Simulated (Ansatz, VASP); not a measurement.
# NaH in VASP and in Ansatz

```xyz
2
Lattice="0.0686 2.4400 2.4400 2.4400 0.0686 2.4400 2.5086 2.5086 0.0000" Properties=species:S:1:pos:R:3 pbc="T T T"
Na    0.0000    0.0000    0.0000
H     2.5086    2.5086    2.4400
```

Change from the starting cell: strain +0.0562 x Voigt [0, 0, 0, 0, 0, 1], atoms carried along.

Alike in both runs: task single point; functional r2SCAN; k mesh 8 × 8 × 8; occupations gaussian, width 0.05 eV; no spin polarisation.

|  | VASP | Ansatz |
| --- | --- | --- |
| version | VASP 6.6.1 | Ansatz 0.2.0 |
| potentials or method | VASP PAW PBE potentials, release 64 (Na_pv, H) | scalar-relativistic, plane waves, PAW |
| plane-wave cutoff (eV) | 520 | 500 |
| valence electrons in the cell | 8 | 10 |

```tsv
	VASP	Ansatz	Ansatz less VASP
gap on the k mesh at the Fermi level (eV)	4.14	4.13	-0.012
least direct gap on the mesh (eV)	5.09	5.09	+0.006
pressure (GPa)	-1.4	-1.2	+0.28
largest component of the traceless stress (GPa)	1.33	1.30	-0.029
```

The two sets of potentials don't hold the same shells in valence.

Caveats: the PAW data sets were made with another functional, which shifts forces and pressure a little (VASP). A k mesh can miss the band edges.
